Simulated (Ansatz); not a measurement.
# Si2W (P6_222) in Ansatz: notebook

One crystal, Si2W, is run at these levels: PBE+D4, RPBE+D4; tasks: relaxation of cell and atoms.

Program: Ansatz 0.2.0. These are calculated values, not measurements. Logs are shortened: lines on timing, memory, paths and dates and some standing lists are left out, and cuts for length are marked.

## (1) The structure

Symmetry: P6_222, No. 180, hexagonal system. Conventional cell: a = 4.617 Å, b = 4.617 Å, c = 6.653 Å, α = 90.00°, β = 90.00°, γ = 120.00°. W (site symmetry 222) is surrounded by 10 Si at 2.59 to 2.69 Å. Si (site symmetry 2) has 5 Si at 2.57 to 2.69 Å and 5 W at 2.59 to 2.69 Å as nearest neighbours.

Measurements of this composition are mostly on another form, of space group No. 139.

## (2) Relaxation of cell and atoms, PBE+D4

input.yaml reads:

```yaml
crystal:
  lattice:
    - [4.6168523821, 0.0, 0.0]
    - [-2.3084261911, 3.9983114484, 0.0]
    - [0.0, 0.0, 6.653222]
  atoms:
    - { symbol: W, position: [0.5, 0.0, 0.5] }
    - { symbol: W, position: [0.5, 0.5, 0.8333333333] }
    - { symbol: W, position: [0.0, 0.5, 0.1666666667] }
    - { symbol: Si, position: [0.327252, 0.163626, 0.1666666667] }
    - { symbol: Si, position: [0.836374, 0.163626, 0.8333333333] }
    - { symbol: Si, position: [0.163626, 0.327252, 0.5] }
    - { symbol: Si, position: [0.672748, 0.836374, 0.1666666667] }
    - { symbol: Si, position: [0.163626, 0.836374, 0.8333333333] }
    - { symbol: Si, position: [0.836374, 0.672748, 0.5] }
hamiltonian:
  xc: pbe
  pseudopotentials: { kind: paw }
  dispersion: d4
kpoints:
  mp_grid: { grid: [7, 7, 4] }
scf:
  occupations: { method: fermi_dirac, width: 0.05 }
output:
  forces: true
  stress: true
  eigenvalues: true
  write_density: true
  write_potential: true
  elf: true
  volumetric_format: npy
relax:
  f_tol: 0.01
  max_steps: 40
  cell: { stress_tol: 0.05 }
```

Potentials or basis: Ansatz PAW.

The run is started by

```bash
$ ansatz run input.yaml --threads 4 --pin off --max-ram 11264MiB --backend cpu --events-out ev --progress --plain --runs-dir out
```

Output:

```text
Warning: RAYON_NUM_THREADS=4 ignored (pool sized by the plan → 4); use --threads N
Engine: ansatz 0.2.0, x86_64-unknown-linux-gnu
Pseudopotentials: kind: paw
Pseudopotential: W, paw, valence charge 14, recommended cutoff 420 eV (normal), W.paw.azcp
Pseudopotential: Si, paw, valence charge 4, recommended cutoff 420 eV (normal), Si.paw.azcp
Functional definition: PBE
  parameter kappa = 0.804
  parameter beta = 0.06672455060314922
  exchange = pbe_x(kappa = kappa, mu = beta*pi^2/3)
  correlation = pbe_c(beta = beta)
Crystal: 9 atoms, lattice volume = 122.816 Å³
Basis set: ecut = 420 eV, 2405 PW (Γ), exchange–correlation on 64×64×90 points (8 copies of the dense FFT grid, shifted against one another)
Bands: 42, of which v1, the nominal top of the filled ones, is band 33 counted from 1 (32 counted from 0)
Symmetry: 12 space group operations
Space group: P6222 (ITA 180), of the structure as read, at distance tolerance 5.0e-5 Å
k-points: 24 of 196 (time reversal used)
Non-local potential: W, projectors of the file, l = 0: 3, l = 1: 2, l = 2: 2, l = 3: 1
Non-local potential: Si, projectors of the file, l = 0: 2, l = 1: 2, l = 2: 2
PAW form: soft (Blöchl's): semilocal exchange-correlation on the pseudo side does not see the compensation charge
PAW one-centre angular grid: W, 590 points (default); XC on 64 Gauss nodes
PAW one-centre angular grid: Si, 110 points (default); XC on 64 Gauss nodes
Initial density: superposition of atomic densities (neutral atoms: chi_scale 0, normalization atom), corrected by the library's trained network
Initial wavefunctions: pseudopotential atomic-orbital guess
Functional: x = pbe(κ = 0.804, μ = 0.2195149727645171), c = pbe(β = 0.06672455060314922)
SCF iter   1: F=—  HF=-34976.878846 eV  |F-HF|=—  |Δ(HF+E_count)|=         —  Δρ=7.61e-3  dr2=7.23e-2  ethr=1.77e-3  ⟨swp⟩=7.6  Hψ=4742  notcnv=0
preconditioner: auto → Resta (q_TF=auto, 2.460 Å⁻¹)  ε∞=9.5  [insulator: Δε(μ)=0.248 eV  Ē_g=7.468 eV  σ=0.050 eV  W_gap=0.84  n_scr=34 (ndim 8)  ℏωp=21.7 eV  f_vac=0.000  D(μ)=0.23/eV (n_scr^D=0)  ε∞_Penn≈9.5]
SCF iter   2: F=—  HF=-34976.868754 eV  |F-HF|=—  |Δ(HF+E_count)|=   1.01e-2  Δρ=3.72e-3  dr2=1.22e-2  ethr=1.09e-4  ⟨swp⟩=1.8  Hψ=1242  notcnv=0  defer=5
SCF iter   3: F=—  HF=-34976.867696 eV  |F-HF|=—  |Δ(HF+E_count)|=   1.06e-3  Δρ=6.74e-4  dr2=2.78e-4  ethr=1.84e-5  ⟨swp⟩=2.1  Hψ=1271  notcnv=0  defer=4
SCF iter   4: F=—  HF=-34976.867733 eV  |F-HF|=—  |Δ(HF+E_count)|=   3.77e-5  Δρ=7.23e-5  dr2=3.26e-6  ethr=4.21e-7  ⟨swp⟩=2.8  Hψ=1747  notcnv=0  defer=4
SCF iter   5: F=—  HF=-34976.867744 eV  |F-HF|=—  |Δ(HF+E_count)|=   1.09e-5  Δρ=9.14e-6  dr2=5.95e-8  ethr=4.93e-9  ⟨swp⟩=2.2  Hψ=1513  notcnv=0  defer=5
SCF iter   6: F=-34976.867744 eV  HF=-34976.867744 eV  |F-HF|=1.24e-10  |Δ(HF+E_count)|=   2.12e-9  Δρ=1.29e-6  dr2=1.09e-9  ethr=9.02e-11  ⟨swp⟩=13.4  Hψ=6593  notcnv=0
SCF 1 converged in 6 iterations: F = -34976.867744 eV  dr2 = 1.09e-9
relax step   1: F+E_penalty+E_count = -34976.86774429 eV  Δ(F+E_penalty+E_count) = +0.000e0 eV  max|allowed force component| = 6.768e-3 eV/Å  Δτ_max = 0.0000 Å  P = -6.537 GPa  Ω = 122.816 Å³  (6 SCF iters, dr2 threshold 1.00e-7 eV, accepted)
Crystal: 9 atoms, lattice volume = 117.655 Å³
Basis set: ecut = 420 eV, 2307 PW (Γ), exchange–correlation on 64×64×90 points (8 copies of the dense FFT grid, shifted against one another)
Initial density: handed on by an earlier stage of this run
Initial wavefunctions: those handed on with the density
iter 1 solved again at ethr=7.54e-6 eV; its pass at ethr=3.10e-3 eV (dr2=4.98e-3 eV) is discarded
SCF iter   1: F=—  HF=-34976.928373 eV  |F-HF|=—  |Δ(HF+E_count)|=         —  Δρ=1.89e-3  dr2=4.74e-3  ethr=7.54e-6  ⟨swp⟩=2.2  Hψ=5095  notcnv=0
preconditioner: auto → Resta (q_TF=auto, 2.478 Å⁻¹)  ε∞=9.2  [insulator: Δε(μ)=0.239 eV  Ē_g=7.766 eV  σ=0.050 eV  W_gap=0.83  n_scr=22 (ndim 8)  ℏωp=22.2 eV  f_vac=0.000  D(μ)=0.22/eV (n_scr^D=0)  ε∞_Penn≈9.2]
SCF iter   2: F=—  HF=-34976.927059 eV  |F-HF|=—  |Δ(HF+E_count)|=   1.31e-3  Δρ=1.07e-3  dr2=1.33e-3  ethr=7.19e-6  ⟨swp⟩=1.0  Hψ=1008  notcnv=0
SCF iter   3: F=—  HF=-34976.926570 eV  |F-HF|=—  |Δ(HF+E_count)|=   4.89e-4  Δρ=1.69e-4  dr2=2.37e-5  ethr=2.02e-6  ⟨swp⟩=2.2  Hψ=1417  notcnv=0
[... 43 lines left out ...]
iter 6 did not close the SCF: its close was put off for the readings that it lacked (scf_convergence_deferred on its scf_iter line)
SCF iter   6: F=-34976.942510 eV  HF=-34976.942510 eV  |F-HF|=7.28e-12  |Δ(HF+E_count)|=  7.28e-12  Δρ=7.02e-9  dr2=4.82e-14  ethr=1.00e-12  ⟨swp⟩=1.0  Hψ=1008  notcnv=0
iter 7 did not close the SCF: its close was put off for the readings that it lacked (scf_convergence_deferred on its scf_iter line)
SCF iter   7: F=-34976.942510 eV  HF=-34976.942510 eV  |F-HF|=7.28e-12  |Δ(HF+E_count)|=  1.46e-11  Δρ=6.66e-10  dr2=3.41e-16  ethr=1.00e-12  ⟨swp⟩=1.0  Hψ=1008  notcnv=0
iter 8 did not close the SCF: its close was put off for the readings that it lacked (scf_convergence_deferred on its scf_iter line)
SCF iter   8: F=-34976.942510 eV  HF=-34976.942510 eV  |F-HF|=7.28e-12  |Δ(HF+E_count)|=  1.46e-11  Δρ=2.18e-10  dr2=1.18e-16  ethr=1.00e-12  ⟨swp⟩=1.0  Hψ=1008  notcnv=0
SCF iter   9: F=-34976.942510 eV  HF=-34976.942510 eV  |F-HF|=7.28e-12  |Δ(HF+E_count)|=  1.46e-11  Δρ=1.03e-10  dr2=2.40e-17  ethr=1.00e-12  ⟨swp⟩=3.9  Hψ=2675  notcnv=0
SCF 5 converged in 9 iterations: F = -34976.942510 eV  dr2 = 2.40e-17
relax step   5: F+E_penalty+E_count = -34976.94251007 eV  Δ(F+E_penalty+E_count) = +9.692e-4 eV  max|allowed force component| = 2.829e-3 eV/Å  Δτ_max = 0.0000 Å  P = -0.017 GPa  Ω = 119.254 Å³  stress off target by 1.94e-2 GPa  SCF on the basis re-selected at this cell (its energy is not comparable with the rows above)  (9 SCF iters)
basis re-selected at this cell: Δ(F+E_penalty+E_count) = +9.692e-4 eV, ΔP = -0.008 GPa vs the last step (what re-selecting the basis moved, of the pressure what is left beyond the Pulay correction that the steps carried, after the strain that the cell walked since its last selection, with what the two solves' SCF thresholds leave and, on support functions, any second-order correction that the steps lacked; it is no measure of the basis error at this ecutwfc). This SCF's stress stands 1.94e-2 GPa from its target on what of the cell is left free (relax.cell.stress_tol is 5.00e-2 GPa) and its largest allowed force component is 2.83e-3 eV/Å (relax.f_tol is 1.00e-2 eV/Å): within both
SCF converged after 9 iterations
Free energy (F): -34976.942510 eV
Harris-Foulkes:  -34976.942510 eV  (|F-HF|=7.28e-12)
Internal energy: -34976.939919 eV  (E = F + TS)
E sigma→0 (E₀):  -34976.941214 eV
Entropy (-TS):   -0.002591 eV (-0.288 meV/atom)
Fermi energy:    17.688670 eV
--- Per-component energies (eV) ---
  E_band       = -216.731556
  E_kinetic    = 1631.416212
  E_local      = -2798.024882  (includes V_loc(G=0)·N_el)
  E_nonlocal   = 152.921741
  E_hartree    = 1104.245379
  E_xc         = -1148.061491
  E_vxc        = -1018.793806  (∫ρ·V_xc dr)
  E_paw        = -28765.779775  (= ΣΔE_a)
  E_vpaw       = -392.741368  (= ΣTr[D̂ρ^β])
  E_aug_tail   = -0.000210  (compensation charges beyond the density's cutoff)
  E_ewald      = -5148.422199
  E_disp       = -5.234693  (pairwise vdW)
  E_smearing   = -0.002591  (= −TS)
  E_closure    = -0.000000  (closes the sum)
  Σ components = -34976.942510   (vs F -34976.942510, Δ=0.00e0)
--- Forces (eV/Å), atoms counted from 1 ---
  atom   1  W      0.00000000     0.00000000     0.00000000
  atom   2  W      0.00000000    -0.00000000     0.00000000
  atom   3  W     -0.00000000    -0.00000000    -0.00000000
  atom   4  Si    -0.00245008    -0.00141455    -0.00000000
  atom   5  Si     0.00245008    -0.00141455    -0.00000000
  atom   6  Si     0.00000000    -0.00282911    -0.00000000
  atom   7  Si     0.00245008     0.00141455     0.00000000
  atom   8  Si    -0.00245008     0.00141455     0.00000000
  atom   9  Si    -0.00000000     0.00282911    -0.00000000
  max |Σ_I F_I| component: 2.15e-16 eV/Å
--- Stress (GPa, compression-positive) ---
       -0.019392       0.000000      -0.000000
        0.000000      -0.019392      -0.000000
       -0.000000      -0.000000      -0.012108
  P = ⅓ Tr σ = -0.0170 GPa (-0.170 kbar)
--- Band table (eV; the first three rows and the last of 24) ---
  k-point 0: bands = ["-56.5532", "-56.5394", "-56.5394", "-20.9882", "-20.9842", "-20.9842", "-20.9566", "-20.9566", "-20.8763", "-20.8431", "-20.8431", "-20.8265", "2.8257", "6.1104", "6.1104", "9.8634", "10.4332", "10.4332", "11.2659", "11.2659", "12.0313", "12.3181", "12.3181", "12.6130", "13.5431", "13.5431", "14.0698", "14.0698", "14.2292", "14.2292", "14.5939", "15.0575", "16.6911", "19.9080", "19.9080", "20.0457", "20.1711", "20.3267", "20.4616", "20.4616", "20.6774", "20.6774"]
  k-point 1: bands = ["-56.5519", "-56.5439", "-56.5361", "-21.0197", "-20.9800", "-20.9646", "-20.9512", "-20.9339", "-20.8789", "-20.8706", "-20.8414", "-20.8185", "3.0677", "4.8351", "7.3511", "10.0561", "10.3856", "10.7070", "10.8976", "11.3598", "11.7449", "11.7966", "12.0573", "12.0618", "13.7762", "13.8458", "13.8759", "14.2316", "14.4606", "14.7807", "14.9815", "15.1220", "17.2612", "18.9300", "19.8375", "20.1775", "20.2961", "20.3296", "20.3499", "20.4143", "20.5708", "20.5761"]
  k-point 2: bands = ["-56.5485", "-56.5485", "-56.5348", "-21.0324", "-20.9679", "-20.9614", "-20.9614", "-20.8821", "-20.8821", "-20.8814", "-20.8814", "-20.8091", "3.7666", "3.7666", "8.0708", "9.9646", "10.5086", "10.5086", "10.7642", "11.3031", "11.3031", "11.9957", "12.0500", "12.0500", "13.5045", "13.7699", "13.7699", "13.7769", "14.9040", "14.9040", "15.0468", "16.9113", "16.9113", "19.5290", "19.8080", "19.8080", "20.0451", "20.1034", "20.1034", "20.3219", "20.3839", "20.8170"]
  k-point 23: bands = ["-56.5484", "-56.5429", "-56.5404", "-21.0261", "-21.0072", "-21.0060", "-20.9383", "-20.9212", "-20.8998", "-20.8423", "-20.8387", "-20.8069", "5.8751", "5.9197", "6.6557", "7.3520", "7.5834", "8.5259", "10.8657", "11.1602", "11.7375", "12.2693", "13.3196", "13.3393", "13.8011", "13.8533", "14.0471", "14.1504", "15.2688", "15.6690", "15.9489", "16.2685", "17.1221", "18.1928", "18.4859", "18.5485", "19.0685", "19.5526", "19.7230", "19.8841", "20.3592", "20.8877"]
--- Relaxed structure (4 steps of the walk, 4 accepted, 1 SCFs on fresh bases) ---
  F+E_penalty+E_count = -34976.94251007 eV   max|allowed force component| = 2.829e-3 eV/Å   (the final SCF, on the basis selected at the relaxed cell)
  cell:  # Å, volume = 119.2538 Å³
    - [4.570675090495903, 2.857881692890386e-11, -7.39976739074706e-19]
    - [-2.2853375452727014, 3.9583207407998997, 1.9827616966891104e-19]
    - [-1.0663606094474248e-18, -2.857304641222739e-19, 6.591446930661229]
  atoms:
    - { symbol: W, position: [0.5, 1.0545306571138515e-20, 0.5] }
    - { symbol: W, position: [0.5, 0.5, 0.8333333333333334] }
    - { symbol: W, position: [4.4899536918970354e-20, 0.5, 0.1666666666666667] }
    - { symbol: Si, position: [0.3271532444148073, 0.16357662220740368, 0.1666666666666667] }
    - { symbol: Si, position: [0.8364233777925961, 0.16357662220740365, 0.8333333333333334] }
    - { symbol: Si, position: [0.16357662220740368, 0.32715324441480736, 0.5] }
    - { symbol: Si, position: [0.6728467555851927, 0.8364233777925963, 0.1666666666666667] }
    - { symbol: Si, position: [0.16357662220740365, 0.8364233777925962, 0.8333333333333334] }
    - { symbol: Si, position: [0.8364233777925963, 0.6728467555851927, 0.5] }
```

Run time: 13 s. Hardware: 4 threads of Intel Xeon Platinum 8488C (Sapphire Rapids), shared host; peak memory 0.54 GiB.

What came out:

| Property | Result |
| --- | --- |
| Free energy | -34976.9425 eV |
| Relaxed volume | 13.25 Å³/atom |
| Relaxed cell | a = 4.571 Å, b = 4.571 Å, c = 6.591 Å, α = 90.00°, β = 90.00°, γ = 120.00° |
| Space group after relaxing (to 0.05 Å) | P6_222 (No. 180) |
| Energy gained by relaxing | 8.3 meV/atom |
| Ionic steps | 5 |
| Pressure after relaxing | 0.0 GPa |
| Band gap on the k mesh | 0.23 eV, indirect (least direct gap 0.73 eV) |

Forces on the atoms (eV/Å):
```
W    0.000  0.000  0.000
W    0.000  0.000  0.000
W    0.000  0.000  0.000
Si  -0.002 -0.001  0.000
Si   0.002 -0.001  0.000
Si   0.000 -0.003  0.000
Si   0.002  0.001  0.000
Si  -0.002  0.001  0.000
Si   0.000  0.003  0.000
```

The path:
```
step  energy change (eV)  largest force (eV/Å)  volume (Å³)
   1              0.0000                0.0068       122.82
   2             -0.0589                0.0871       117.66
   3             -0.0756                0.0105       119.34
   4             -0.0757                0.0028       119.25
   5             -0.0748                0.0028       119.25
```

Final structure:
```
W Si
1.0
     4.57068    0.00000    0.00000
    -2.28534    3.95832    0.00000
     0.00000    0.00000    6.59145
W Si
3 6
Direct
  0.50000 0.00000 0.50000
  0.50000 0.50000 0.83333
  0.00000 0.50000 0.16667
  0.32715 0.16358 0.16667
  0.83642 0.16358 0.83333
  0.16358 0.32715 0.50000
  0.67285 0.83642 0.16667
  0.16358 0.83642 0.83333
  0.83642 0.67285 0.50000
```

Levels at points of the mesh, in eV from the valence-band top:
| k point | band 29 | band 30 | band 31 | band 32 | band 33 | band 34 | band 35 | band 36 | band 37 | band 38 |
| --- | --- | --- | --- | --- | --- | --- | --- | --- | --- | --- |
| (0.00, 0.00, 0.00) | -3.35 | -3.35 | -2.98 | -2.52 | -0.89 | 2.33 | 2.33 | 2.47 | 2.59 | 2.75 |
| (0.00, 0.00, -0.50) | -2.67 | -2.67 | -2.53 | -0.67 | -0.67 | 1.95 | 2.23 | 2.23 | 2.47 | 2.53 |

Caveat: odd divisions of the mesh miss points on the zone boundary, where band edges often lie, so the gap on the mesh can be too wide; the plane-wave basis is chosen anew once the cell has moved, so the energies of steps on either side of that aren't comparable; spin-orbit coupling is left out, which moves the levels of the heavy elements. A k mesh can miss the band edges.

## (3) Relaxation of cell and atoms, RPBE+D4

input.yaml: that of step 2 with these lines changed.

```diff
@@ -16,3 +16,3 @@
 hamiltonian:
-  xc: pbe
+  xc: rpbe
   pseudopotentials: { kind: paw }
@@ -27,6 +27,2 @@
   eigenvalues: true
-  write_density: true
-  write_potential: true
-  elf: true
-  volumetric_format: npy
 relax:
```

Potentials or basis: Ansatz PAW.

The run is started by

```bash
$ ansatz run input.yaml --threads 4 --pin off --max-ram 11264MiB --backend cpu --events-out ev --progress --plain --runs-dir out
```

Wall time 12 s (4 threads of Intel Xeon Platinum 8488C (Sapphire Rapids), shared host); peak memory 0.54 GiB.

The run converged. Its results:

| Quantity | Value |
| --- | --- |
| Free energy | -35038.1777 eV |
| Relaxed volume | 13.07 Å³/atom |
| Relaxed cell | a = 4.549 Å, b = 4.549 Å, c = 6.564 Å, α = 90.00°, β = 90.00°, γ = 120.00° |
| Space group after relaxing (to 0.05 Å) | P6_222 (No. 180) |
| Energy gained by relaxing | 17.7 meV/atom |
| Ionic steps | 5 |
| Pressure after relaxing | 0.0 GPa |
| Largest force after relaxing | 0.003 eV/Å |
| Band gap on the k mesh | 0.24 eV, indirect (least direct gap 0.77 eV) |

Forces in eV/Å, atoms in the order of the input:
```
W    0.000  0.000  0.000
W    0.000  0.000  0.000
W    0.000  0.000  0.000
Si  -0.003 -0.002  0.000
Si   0.003 -0.002  0.000
Si   0.000 -0.003  0.000
Si   0.003  0.002  0.000
Si  -0.003  0.002  0.000
Si   0.000  0.003  0.000
```

The path:
```
step  energy change (eV)  largest force (eV/Å)  volume (Å³)
   1              0.0000                0.0044       122.82
   2             -0.1238                0.1279       115.34
   3             -0.1609                0.0129       117.83
   4             -0.1612                0.0032       117.66
   5             -0.1597                0.0033       117.66
```

Final structure:
```cif
data_structure
_symmetry_space_group_name_H-M 'P 1'
_symmetry_Int_Tables_number 1
_cell_length_a 4.5494
_cell_length_b 4.5494
_cell_length_c 6.5645
_cell_angle_alpha 90.000
_cell_angle_beta 90.000
_cell_angle_gamma 120.000
_cell_volume 117.66
loop_
_atom_site_label
_atom_site_type_symbol
_atom_site_fract_x
_atom_site_fract_y
_atom_site_fract_z
_atom_site_occupancy
W1 W 0.50000 0.00000 0.50000 1
W2 W 0.50000 0.50000 0.83333 1
W3 W 0.00000 0.50000 0.16667 1
Si1 Si 0.32697 0.16348 0.16667 1
Si2 Si 0.83652 0.16348 0.83333 1
Si3 Si 0.16348 0.32697 0.50000 1
Si4 Si 0.67303 0.83652 0.16667 1
Si5 Si 0.16348 0.83652 0.83333 1
Si6 Si 0.83652 0.67303 0.50000 1
```

Levels at points of the mesh, in eV from the valence-band top:
| k point | band 30 | band 31 | band 32 | band 33 | band 34 | band 35 | band 36 | band 37 |
| --- | --- | --- | --- | --- | --- | --- | --- | --- |
| (0.00, 0.00, 0.00) | -3.39 | -3.01 | -2.55 | -0.91 | 2.32 | 2.32 | 2.53 | 2.74 |
| (0.00, 0.00, -0.50) | -2.70 | -2.56 | -0.68 | -0.68 | 2.01 | 2.33 | 2.33 | 2.53 |

Caveat: odd divisions of the mesh miss points on the zone boundary, where band edges often lie, so the gap on the mesh can be too wide; the plane-wave basis is chosen anew once the cell has moved, so the energies of steps on either side of that aren't comparable; spin-orbit coupling is left out, which moves the levels of the heavy elements; the PAW data sets come from PBE, with cores solved anew for the run's functional, which leaves a small shift of forces and pressure.
